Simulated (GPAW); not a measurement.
# KBr (Fm-3m) in GPAW: further runs

Aim: see how the results for KBr move with the level of theory and the settings. Levels: GLLB-SC, TPSS, rSCAN, PBEsol, AM05+D4. Tasks: band structure, equation of state.

Everything below comes from runs of GPAW 26.7.0. Logs are shortened: lines on timing, memory, paths and dates and some standing lists are left out, and cuts for length are marked. The log counts tension as positive stress, the text compression.

**1. Starting point**

It takes space group Fm-3m (No. 225, cubic). The conventional cell has a = 6.600 Å, b = 6.600 Å, c = 6.600 Å, α = 90.00°, β = 90.00°, γ = 90.00°. Br (site symmetry m-3m) has 6 K at 3.30 Å as nearest neighbours. Around K (site symmetry m-3m) lie 6 Br at 3.30 Å.

**2. Band structure, GLLB-SC**

run.py reads:

```python
from ase import Atoms
from ase.dft.bandgap import bandgap
from ase.io import write
from gpaw import GPAW, PW

atoms = Atoms(['Br', 'K'],
              cell=[[0.0, 3.3, 3.3],
                    [3.3, 0.0, 3.3],
                    [3.3, 3.3, 0.0]],
              scaled_positions=[[0.5, 0.5, 0.5],
                                [0.0, 0.0, 0.0]],
              pbc=True)

calc = GPAW(mode=PW(600),
            xc='GLLBSC',
            kpts={'size': (6, 6, 6), 'gamma': True},
            occupations={'name': 'fermi-dirac', 'width': 0.05},
            nbands=16,
            convergence={'density': 1e-05, 'energy': 1e-05},
            maxiter=150,
            txt='gpaw.txt')
atoms.calc = calc
energy = atoms.get_potential_energy()
calc.write('gs.gpw')
write('result.traj', atoms)
print('Fermi level:', round(calc.get_fermi_level(), 4), 'eV')
print(f'Gap: {bandgap(calc)[0]:.4f} eV, direct: {bandgap(calc, direct=True)[0]:.4f} eV')

path = atoms.cell.bandpath('GXWKGLUWLK,UX', npoints=60, eps=1e-4)
bs_calc = calc.fixed_density(kpts=path, symmetry='off', nbands=30,
                             convergence={'bands': 'CBM+6.0', 'eigenstates': 1e-6}, txt='bands.txt')
bs = bs_calc.band_structure()
bs.write('bs.json')
print(f'Gap on the path: {bandgap(bs_calc)[0]:.4f} eV')

homo, lumo = bs_calc.get_homo_lumo()
response = calc.hamiltonian.xc.response
dxc_pot = response.calculate_discontinuity_potential(homo, lumo)
ks_gap, dxc = bs_calc.hamiltonian.xc.response.calculate_discontinuity(dxc_pot)
print(f'Kohn-Sham gap {ks_gap:.4f} eV, discontinuity {dxc:.4f} eV, gap {ks_gap + dxc:.4f} eV')
```

Potentials or basis: the program's PAW data sets (release 1.2.1) made for this functional, pw.

Run with:

```sh
$ OMP_NUM_THREADS=1 python run.py
```

gpaw.txt:

```text
___ ___ ___ _ _ _
 |   |   |_  | | | |
 | | | | | . | | | |
 |__ |  _|___|_____|  26.7.0
 |___|_|

Input parameters:
  convergence: {density: 1e-05,
                energy: 1e-05}
  kpts: {gamma: True,
         size: (6, 6, 6)}
  maxiter: 150
  mode: {ecut: 600.0,
         name: pw}
  nbands: 16
  occupations: {name: fermi-dirac,
                width: 0.05}
  xc: GLLBSC

System changes: positions, numbers, cell, pbc, initial_charges, initial_magmoms

Initialize ...

species:
  Br:
    name:    Bromine
    Z:       35.0
    valence: 7
    core:    28
    charge:  0.0  # [|e|]
    compensation charges:
      type: gauss
      rc: 0.35  # [Å]
      lmax: 2
    cutoffs:
      filter: 1.98  # [Å]
      core: 2.38  # [Å]
    projectors
    | kind |    occ | energy [eV] | rcut [Å] |
    |------|--------|-------------|----------|
    |   4s |  2.000 |     -23.401 |    1.111 |
    |   4p |  5.000 |     -11.410 |    1.111 |
    |    s |        |       3.810 |    1.111 |
    |    p |        |      15.801 |    1.111 |
    |    d |        |       0.000 |    1.111 |

    Using partial waves for Br as LCAO basis

  K:
    name:    Potassium
    Z:       19.0
    valence: 9
    core:    10
    charge:  0.0  # [|e|]
    compensation charges:
      type: gauss
      rc: 0.35  # [Å]
      lmax: 2
    cutoffs:
      filter: 1.91  # [Å]
      core: 1.27  # [Å]
    projectors
    | kind |    occ | energy [eV] | rcut [Å] |
    |------|--------|-------------|----------|
    |   3s |  2.000 |     -35.517 |    1.122 |
    |   4s |  1.000 |      -3.176 |    1.122 |
    |   3p |  6.000 |     -18.819 |    1.106 |
    |    p |        |       8.392 |    1.106 |
    |    d |        |       0.000 |    0.937 |

    Using partial waves for K as LCAO basis

Reference energy: -87214.627607  # eV

Spin-paired calculation

Convergence criteria:
 Maximum [total energy] change in last 3 cyles: 1e-05 eV / valence electron
 Maximum integral of absolute [dens]ity change: 1e-05 electrons / valence electron
 Maximum integral of absolute [eigenst]ate change: 4e-08 eV^2 / valence electron
 Maximum number of scf [iter]ations: 150
 (Square brackets indicate name in SCF output, whereas a 'c' in
 the SCF output indicates the quantity has converged.)

Symmetries present (total): 48

  ( 1  0  0)  ( 1  0  0)  ( 1  0  0)  ( 1  0  0)  ( 1  0 -1)  ( 1  0 -1)
  ( 1  0 -1)  ( 1 -1  0)  ( 0  1  0)  ( 0  0  1)  ( 1  0  0)  ( 1 -1  0)
  ( 1 -1  0)  ( 1  0 -1)  ( 0  0  1)  ( 0  1  0)  ( 1 -1  0)  ( 1  0  0)

  ( 1  0 -1)  ( 1  0 -1)  ( 1 -1  0)  ( 1 -1  0)  ( 1 -1  0)  ( 1 -1  0)
  ( 0  1 -1)  ( 0  0 -1)  ( 1  0  0)  ( 1  0 -1)  ( 0 -1  1)  ( 0 -1  0)
  ( 0  0 -1)  ( 0  1 -1)  ( 1  0 -1)  ( 1  0  0)  ( 0 -1  0)  ( 0 -1  1)

  ( 0  1  0)  ( 0  1  0)  ( 0  1  0)  ( 0  1  0)  ( 0  1 -1)  ( 0  1 -1)
  ( 1  0  0)  ( 0  1 -1)  ( 0  0  1)  (-1  1  0)  ( 1  0 -1)  ( 0  1  0)
  ( 0  0  1)  (-1  1  0)  ( 1  0  0)  ( 0  1 -1)  ( 0  0 -1)  (-1  1  0)

  ( 0  1 -1)  ( 0  1 -1)  ( 0  0  1)  ( 0  0  1)  ( 0  0  1)  ( 0  0  1)
  ( 0  0 -1)  (-1  1  0)  ( 1  0  0)  ( 0  1  0)  ( 0 -1  1)  (-1  0  1)
  ( 1  0 -1)  ( 0  1  0)  ( 0  1  0)  ( 1  0  0)  (-1  0  1)  ( 0 -1  1)

  ( 0  0 -1)  ( 0  0 -1)  ( 0  0 -1)  ( 0  0 -1)  ( 0 -1  1)  ( 0 -1  1)
  ( 1  0 -1)  ( 0  1 -1)  ( 0 -1  0)  (-1  0  0)  ( 1 -1  0)  ( 0  0  1)
  ( 0  1 -1)  ( 1  0 -1)  (-1  0  0)  ( 0 -1  0)  ( 0 -1  0)  (-1  0  1)

  ( 0 -1  1)  ( 0 -1  1)  ( 0 -1  0)  ( 0 -1  0)  ( 0 -1  0)  ( 0 -1  0)
  ( 0 -1  0)  (-1  0  1)  ( 1 -1  0)  ( 0  0 -1)  ( 0 -1  1)  (-1  0  0)
  ( 1 -1  0)  ( 0  0  1)  ( 0 -1  1)  (-1  0  0)  ( 1 -1  0)  ( 0  0 -1)

  (-1  1  0)  (-1  1  0)  (-1  1  0)  (-1  1  0)  (-1  0  1)  (-1  0  1)
  ( 0  1  0)  ( 0  1 -1)  (-1  0  1)  (-1  0  0)  ( 0  0  1)  ( 0 -1  1)
  ( 0  1 -1)  ( 0  1  0)  (-1  0  0)  (-1  0  1)  ( 0 -1  1)  ( 0  0  1)

  (-1  0  1)  (-1  0  1)  (-1  0  0)  (-1  0  0)  (-1  0  0)  (-1  0  0)
  (-1  1  0)  (-1  0  0)  ( 0  0 -1)  ( 0 -1  0)  (-1  1  0)  (-1  0  1)
  (-1  0  0)  (-1  1  0)  ( 0 -1  0)  ( 0  0 -1)  (-1  0  1)  (-1  1  0)

216 k-points: 6 x 6 x 6 Monkhorst-Pack grid + [1/12,1/12,1/12]
16 k-points in the irreducible part of the Brillouin zone
       k-points in crystal coordinates                weights
   0:     0.00000000    0.00000000    0.00000000          1/216
   1:     0.16666667    0.16666667    0.00000000          6/216
   2:     0.16666667    0.16666667    0.16666667          8/216
   3:     0.33333333    0.16666667    0.16666667         12/216
   4:     0.33333333    0.33333333   -0.33333333         12/216
   5:     0.33333333    0.33333333    0.00000000          6/216
   6:     0.33333333    0.33333333    0.16666667         24/216
   7:     0.33333333    0.33333333    0.33333333          8/216
   8:     0.50000000    0.33333333   -0.33333333         24/216
   9:     0.50000000    0.33333333   -0.16666667         12/216
          ...
  15:     0.50000000    0.50000000    0.50000000          4/216

Wave functions: Plane wave expansion
  Cutoff energy: 600.000 eV
  Number of coefficients (min, max): 2381, 2424
  Pulay-stress correction: 0.000000 eV/Ang^3 (de/decut=0.000000)
  Using FFTW library
  ScaLapack parameters: grid=1x1, blocksize=None
  Wavefunction extrapolation:
    Improved wavefunction reuse through dual PAW basis

Occupation numbers: Fermi-Dirac:
  width: 0.0500  # eV

Eigensolver
   Davidson(niter=2)

Densities:
  Coarse grid: 27*27*27 grid
  Fine grid: 54*54*54 grid
  Total Charge: 0.000000

Density mixing:
  Method: separate
  Backend: msr1
  Linear mixing parameter: 0.05
  old densities: 10
  Width of damping distribution: 1.1
  Damping of long wavelength oscillations: 20

Hamiltonian:
  XC and Coulomb potentials evaluated on a 54*54*54 grid
  Using the GLLBSC Exchange-Correlation functional
  External potential:
    NoExternalPotential

XC parameters: GLLBSC functional being used consists of
  -----------------------------------------------------------------------
  | Weight | Module     | Description                                   |
  -----------------------------------------------------------------------
  |  1.000 | SCREENING  | GGA_X_PBE_SOL with 2 nearest neighbor stencil |
  |  1.000 | RESPONSE   | eps=0.0500 eV                                 |
  |  1.000 | XC         | GGA_C_PBE_SOL with 2 nearest neighbor stencil |
  -----------------------------------------------------------------------

Number of atoms: 2
Number of atomic orbitals: 9
Number of bands in calculation: 16
Number of valence electrons: 16
Bands to converge: occupied

... initialized

Initializing position-dependent things.

Density initialized from atomic densities
Creating initial wave functions:
  9 bands from LCAO basis set
  7 bands from random numbers

                 Br

       K

Atomic positions and initial magnetic moments

Positions:
   0 Br     3.300000    3.300000    3.300000    ( 0.0000,  0.0000,  0.0000)
   1 K      0.000000    0.000000    0.000000    ( 0.0000,  0.0000,  0.0000)

Unit cell:
           periodic     x           y           z      points  spacing
  1. axis:    yes    0.000000    3.300000    3.300000    27     0.1411
  2. axis:    yes    3.300000    0.000000    3.300000    27     0.1411
  3. axis:    yes    3.300000    3.300000    0.000000    27     0.1411

  Lengths:   4.666905   4.666905   4.666905
  Angles:   60.000000  60.000000  60.000000

Effective grid spacing dv^(1/3) = 0.1540

iter:   1    -8.225953
iter:   2    -7.572317   -1.52  -1.32
iter:   3    -7.047105   -1.98  -1.35
iter:   4    -6.865683   -2.51  -1.41
iter:   5    -6.861739   -2.11  -1.37
iter:   6    -6.716960   -2.96  -1.90
iter:   7    -6.704787   -4.70  -1.87
iter:   8    -6.694258   -3.90  -2.08
iter:   9    -6.697387   -4.54  -2.56
iter:  10    -6.698690   -4.77  -2.81
iter:  11    -6.698455   -6.48  -4.00
iter:  12    -6.698057   -7.35  -4.05
iter:  13    -6.698166   -7.81c -4.43
iter:  14    -6.698133c  -9.26c -4.83
iter:  15    -6.698124c  -9.41c -5.07c

Converged after 15 iterations.

Dipole moment: (-0.000000, -0.000000, -0.000000) |e|*Ang

Energy contributions relative to reference atoms: (reference = -87214.627607)

Kinetic:        +14.107715
Potential:      -12.040207
External:        +0.000000
XC:              -8.000017
Entropy (-ST):   -0.000000
Local:           -0.765614
SIC:             +0.000000
--------------------------
Free energy:     -6.698124
Extrapolated:    -6.698124

GLLBSC response reference energy: -2.72449 eV (from HOMO)

Showing only first 2 kpts
 Kpt  Band  Eigenvalues  Occupancy
  0     6     -2.72437    2.00000
  0     7     -2.72437    2.00000
  0     8      2.95394    0.00000
  0     9      6.08523    0.00000

  1     6     -2.79607    2.00000
  1     7     -2.79607    2.00000
  1     8      3.69163    0.00000
  1     9      5.40751    0.00000

Fermi level: -1.09328

Gap: 5.678 eV
Transition (v -> c):
  (s=0, k=0, n=7, [0.00, 0.00, 0.00]) -> (s=0, k=0, n=8, [0.00, 0.00, 0.00])
No difference between direct/indirect transitions
Writing to gs.gpw (mode='')
```

It took 49 s on 1 thread of Arm Neoverse V2, shared host; peak memory 0.28 GiB.

Results:

```yaml
Band_gap_on_the_k_mesh_with_the_derivative_discontinuity: 8.49 eV
Band_gap_of_the_Kohn-Sham_levels: 5.68 eV
Derivative_discontinuity: 2.81 eV
```

Levels at the corners of the path, in eV from the valence-band top:
| point | band 5 | band 6 | band 7 | band 8 | band 9 | band 10 | band 11 | band 12 |
| --- | --- | --- | --- | --- | --- | --- | --- | --- |
| Γ | -9.71 | 0.00 | 0.00 | 0.00 | 5.68 | 8.81 | 8.81 | 8.81 |
| X | -9.75 | -0.69 | -0.24 | -0.24 | 6.97 | 8.47 | 10.50 | 10.67 |
| W | -9.67 | -0.49 | -0.49 | -0.45 | 8.46 | 8.46 | 9.49 | 10.35 |
| K | -9.70 | -0.58 | -0.54 | -0.28 | 7.66 | 9.37 | 9.51 | 10.56 |
| Γ | -9.71 | 0.00 | 0.00 | 0.00 | 5.68 | 8.81 | 8.81 | 8.81 |
| L | -9.60 | -0.99 | -0.28 | -0.28 | 7.52 | 9.50 | 10.79 | 10.79 |
| U | -9.70 | -0.58 | -0.54 | -0.28 | 7.66 | 9.37 | 9.51 | 10.56 |
| W | -9.67 | -0.49 | -0.49 | -0.45 | 8.46 | 8.46 | 9.49 | 10.35 |
| L | -9.60 | -0.99 | -0.28 | -0.28 | 7.52 | 9.50 | 10.79 | 10.79 |
| K | -9.70 | -0.58 | -0.54 | -0.28 | 7.66 | 9.37 | 9.51 | 10.56 |
| U | -9.70 | -0.58 | -0.54 | -0.28 | 7.66 | 9.37 | 9.51 | 10.56 |
| X | -9.75 | -0.69 | -0.24 | -0.24 | 6.97 | 8.47 | 10.50 | 10.67 |

Caveat: the GLLB-SC gap is the Kohn-Sham gap of the path plus the derivative discontinuity; a model potential gives levels but no total energy.

**3. Equation of state, TPSS**

run.py reads:

```python
from ase.eos import EquationOfState
from ase.io import Trajectory, read
from ase.units import GPa
from gpaw import GPAW, PW

atoms = read('KBr.xyz')

traj = Trajectory('eos.traj', 'w')
volumes, energies = [], []
for x in [0.94, 0.96, 0.98, 1.0, 1.02, 1.04, 1.06]:
    a = atoms.copy()
    a.set_cell(atoms.cell * x**(1 / 3), scale_atoms=True)
    calc = GPAW(mode=PW(600),
                xc='MGGA_X_TPSS+MGGA_C_TPSS',
                kpts={'size': (6, 6, 6), 'gamma': True},
                occupations={'name': 'fermi-dirac', 'width': 0.05},
                nbands=16,
                convergence={'density': 1e-05, 'energy': 1e-05},
                eigensolver='davidson',
                maxiter=150,
                txt=f'eos-{x:.2f}.txt')
    a.calc = calc
    energies.append(a.get_potential_energy(force_consistent=True))
    volumes.append(a.get_volume())
    p = -a.get_stress()[:3].mean() / GPa
    calc.write(f'eos-{x:.2f}.gpw')
    traj.write(a)
    print(f'{x:.2f} {volumes[-1]:10.4f} A^3 {energies[-1]:14.6f} eV {p:9.3f} GPa', flush=True)

v0, e0, B = EquationOfState(volumes, energies, eos='birchmurnaghan').fit()
print(f'V0 = {v0:.4f} A^3, E0 = {e0:.6f} eV, B0 = {B / GPa:.2f} GPa')
```

KBr.xyz reads:

```xyz
2
Lattice="0.0000000000 3.3000000000 3.3000000000 3.3000000000 0.0000000000 3.3000000000 3.3000000000 3.3000000000 0.0000000000" Properties=species:S:1:pos:R:3 pbc="T T T"
Br     3.3000000000      3.3000000000      3.3000000000
K      0.0000000000      0.0000000000      0.0000000000
```

Potentials or basis: GPAW PAW data sets (gpaw-data 1.2.1), pw.

Run with:

```sh
$ OMP_NUM_THREADS=1 python run.py
```

Run time: 5.9 min. Hardware: 1 thread of Arm Neoverse V2, shared host; peak memory 0.63 GiB.

The run converged. Its results:

| Quantity | Value |
| --- | --- |
| Equilibrium volume | 38.31 Å³/atom (rough: see the caveat) |
| Bulk modulus | 12.1 GPa (rough) |

Energy against volume, from the lowest point:
```tsv
volume (Å³/atom)	energy (meV/atom)
33.781	25.73
34.500	17.46
35.218	11.01
35.937	6.22
36.656	2.88
37.374	0.84
38.093	0.00
```

Caveat: the minimum lies outside the volumes run; the PAW data sets were made with another functional, which shifts forces and pressure a little.

**4. Band structure, rSCAN, spin-orbit coupling, no magnetisation**

run.py reads:

```python
import numpy as np
from ase.dft.bandgap import bandgap
from ase.io import read, write
from ase.units import GPa
from gpaw import GPAW, PW
from gpaw.spinorbit import soc_eigenstates

atoms = read('KBr.xyz')

calc = GPAW(mode=PW(600),
            xc='MGGA_X_RSCAN+MGGA_C_RSCAN',
            kpts={'size': (6, 6, 6), 'gamma': True},
            occupations={'name': 'fermi-dirac', 'width': 0.05},
            nbands=16,
            convergence={'density': 1e-05, 'energy': 1e-05},
            maxiter=150,
            txt='gpaw.txt')
atoms.calc = calc
energy = atoms.get_potential_energy()
forces = atoms.get_forces()
stress = atoms.get_stress()
calc.write('gs.gpw')
write('result.traj', atoms)
print(f'Energy: {energy:.6f} eV')
print('Forces (eV/A):')
print(forces.round(4))
print('Stress (GPa):', (stress / GPa).round(3))
print('Fermi level:', round(calc.get_fermi_level(), 4), 'eV')
print(f'Gap: {bandgap(calc)[0]:.4f} eV, direct: {bandgap(calc, direct=True)[0]:.4f} eV')

path = atoms.cell.bandpath('GXWKGLUWLK,UX', npoints=80, eps=1e-4)
bs_calc = calc.fixed_density(kpts=path, symmetry='off', nbands=30,
                             convergence={'bands': 'CBM+6.0', 'eigenstates': 1e-6}, txt='bands.txt')
bs = bs_calc.band_structure()
bs.write('bs.json')
print(f'Gap on the path: {bandgap(bs_calc)[0]:.4f} eV')

soc = soc_eigenstates(bs_calc, theta=0, phi=0, ignore_xc_potential=True)
np.savetxt('soc_bands.dat', soc.eigenvalues(), fmt='%.4f')
mesh = soc_eigenstates('gs.gpw', theta=0, phi=0, ignore_xc_potential=True)
np.savetxt('soc_mesh.dat', mesh.eigenvalues(), fmt='%.4f')
print('Fermi level with spin-orbit coupling:', round(mesh.fermi_level, 4), 'eV')
```

KBr.xyz is that of step 3.

Run with:

```sh
$ OMP_NUM_THREADS=1 python run.py
```

Run time: 3.4 min. Hardware: 1 thread of Arm Neoverse V2, shared host; peak memory 0.41 GiB.

Results (log left out):

```
Free energy             : -34.8249 eV
Pressure                : 0.0 GPa
Band gap on the k mesh  : 4.84 eV, direct
Band gap along the path : 4.84 eV, direct
```

Levels at the corners of the path, in eV from the valence-band top:
```csv
point,band 12,band 13,band 14,band 15,band 16,band 17,band 18,band 19,band 20,band 21
Γ,-0.51,0.00,0.00,0.00,0.00,4.84,4.84,8.02,8.02,8.02
X,-1.09,-0.53,-0.53,-0.30,-0.30,6.15,6.15,7.79,7.79,9.91
W,-1.04,-0.63,-0.63,-0.57,-0.57,7.70,7.70,7.75,7.75,8.89
K,-1.07,-0.70,-0.70,-0.42,-0.42,6.90,6.90,8.76,8.76,8.85
Γ,-0.51,0.00,0.00,0.00,0.00,4.84,4.84,8.02,8.02,8.02
L,-1.40,-0.60,-0.60,-0.34,-0.34,6.90,6.90,8.65,8.65,10.25
U,-1.07,-0.70,-0.70,-0.42,-0.42,6.90,6.90,8.76,8.76,8.85
W,-1.04,-0.63,-0.63,-0.57,-0.57,7.70,7.70,7.75,7.75,8.89
L,-1.40,-0.60,-0.60,-0.34,-0.34,6.90,6.90,8.65,8.65,10.25
K,-1.07,-0.70,-0.70,-0.42,-0.42,6.90,6.90,8.76,8.76,8.85
U,-1.07,-0.70,-0.70,-0.42,-0.42,6.90,6.90,8.76,8.76,8.85
X,-1.09,-0.53,-0.53,-0.30,-0.30,6.15,6.15,7.79,7.79,9.91
```

Caveat: spin-orbit coupling was added after a scalar SCF, so levels and gaps hold it while energy, forces, pressure and moments don't; this program's spin-orbit splittings come out too wide for heavy elements; the PAW data sets were made with another functional, which shifts forces and pressure a little.

(Part 1 of 2 ends here.)
